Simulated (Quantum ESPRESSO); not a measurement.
## TiAl3: equation of state with PBE

The system is TiAl3.

```
Ti Al
1.0
    -1.91111    1.91111    4.28067
     1.91111   -1.91111    4.28067
     1.91111    1.91111   -4.28067
Ti Al
1 3
Direct
  0.00000 0.00000 0.00000
  0.25000 0.75000 0.50000
  0.75000 0.25000 0.50000
  0.50000 0.50000 0.00000
```

The cell comes from a database or a generator and needn't be the stable form of this composition.

```yaml
Program: Quantum ESPRESSO 7.5
Task: equation of state
Functional: PBE
Potentials_or_basis: SSSP 1.3 efficiency PBE
Cutoff: 748 eV
Density_cutoff: 5987 eV
k_mesh: 10 × 10 × 10
Occupations: fermi-dirac, width 0.05 eV
Spin: no spin polarisation
Mixing_beta: 0.5
Most_SCF_iterations: 120
SCF_threshold: 8e-10 Ry
```

```json
{
 "Equilibrium volume": "15.93 Å³/atom",
 "Bulk modulus at fixed shape and positions": "106 GPa",
 "Pressure derivative of the bulk modulus": "4.1"
}
```

Energy against volume, from the lowest point:
```tsv
volume (Å³/atom)	energy (meV/atom)
14.696	36.46
15.009	19.65
15.322	8.31
15.634	1.92
15.947	0.00
16.260	2.14
16.572	7.94
```

All runs of the series together: 8.7 min on 2 threads of Arm Neoverse V2 (shared host).

Caveat: the cell was scaled at fixed shape and fractional positions, which overstates the stiffness of a crystal with free parameters, most of all of layers and chains.
